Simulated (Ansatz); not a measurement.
# Sb: relaxation of cell and atoms

Level of theory: DFT, PBE, PAW with Ansatz's default frozen-core files, scalar-relativistic (Ansatz 0.2.0).

Command: `ansatz run input.yaml --threads 1 --pin off --max-ram 2048MiB --backend cpu --events-out ev --progress --plain --runs-dir out` The run took about 22 s on 1 thread of a shared machine.

```yaml
crystal:
  lattice:
    - [-1.6722553884, 1.6722553884, 1.6722553884]
    - [1.6722553884, -1.6722553884, 1.6722553884]
    - [1.6722553884, 1.6722553884, -1.6722553884]
  atoms:
    - { symbol: Sb, position: [0.0, 0.0, 0.0] }
kpoints:
  mp_grid: { grid: [17, 17, 17] }
scf:
  occupations: { method: fermi_dirac, width: 0.05 }
hamiltonian:
  xc: pbe
  pseudopotentials: { kind: paw }
output:
  forces: true
  stress: true
relax:
  f_tol: 0.005
  max_steps: 80
  cell: {}
```

Spin–orbit coupling is left out, though it moves levels of the heavy atoms by tenths of an eV or more.

The cell is built from the bcc type as a first guess.

The cutoff is 420 eV; energies and pressures of the walk include the program's estimate of the Pulay term.

Each frame lists the cell vectors (Å), then Cartesian positions (Å); symmetry keeps all forces zero. Free energies count from the first step, -6483.2599 eV.

The walk took 10 evaluations in all; steps that aren't listed are left out.

Step 1: E = 0.0 meV, P = 53.31 GPa

```
cell -1.6723 1.6723 1.6723 1.6723 -1.6723 1.6723 1.6723 1.6723 -1.6723
Sb    0.0000    0.0000    0.0000
```

Step 2: E = -659.4 meV, P = 23.53 GPa

```
cell -1.7538 1.7538 1.7538 1.7538 -1.7538 1.7538 1.7538 1.7538 -1.7538
Sb    0.0000    0.0000    0.0000
```

Step 3: E = -928.4 meV, P = 7.37 GPa

```
cell -1.8307 1.8307 1.8307 1.8307 -1.8307 1.8307 1.8307 1.8307 -1.8307
Sb    0.0000    0.0000    0.0000
```

Step 4: E = -972.8 meV, P = 1.66 GPa

```
cell -1.8705 1.8705 1.8705 1.8705 -1.8705 1.8705 1.8705 1.8705 -1.8705
Sb    0.0000    0.0000    0.0000
```

Step 5: E = -975.4 meV, P = 0.10 GPa

```
cell -1.8828 1.8828 1.8828 1.8828 -1.8828 1.8828 1.8828 1.8828 -1.8828
Sb    0.0000    0.0000    0.0000
```

Step 6: E = -975.4 meV, P = 0.00 GPa

```
cell -1.8836 1.8836 1.8836 1.8836 -1.8836 1.8836 1.8836 1.8836 -1.8836
Sb    0.0000    0.0000    0.0000
```

Step 7: E = -990.2 meV, P = 1.20 GPa (the cell of the step before, solved again on a basis chosen afresh, hence the jump)

(1) How does the relaxation end?

Answers

(1) It converges, with a = 3.792 Å, b = 3.792 Å, c = 3.792 Å, α = 90.00°, β = 90.00°, γ = 90.00° (conventional cell, space group Im-3m). The last solve (on a basis chosen afresh for the final cell, so its energy is not quite comparable) gives E = -992.1 meV, P = -0.01 GPa:
```
cell -1.8959 1.8959 1.8959 1.8959 -1.8959 1.8959 1.8959 1.8959 -1.8959
Sb    0.0000    0.0000    0.0000
```
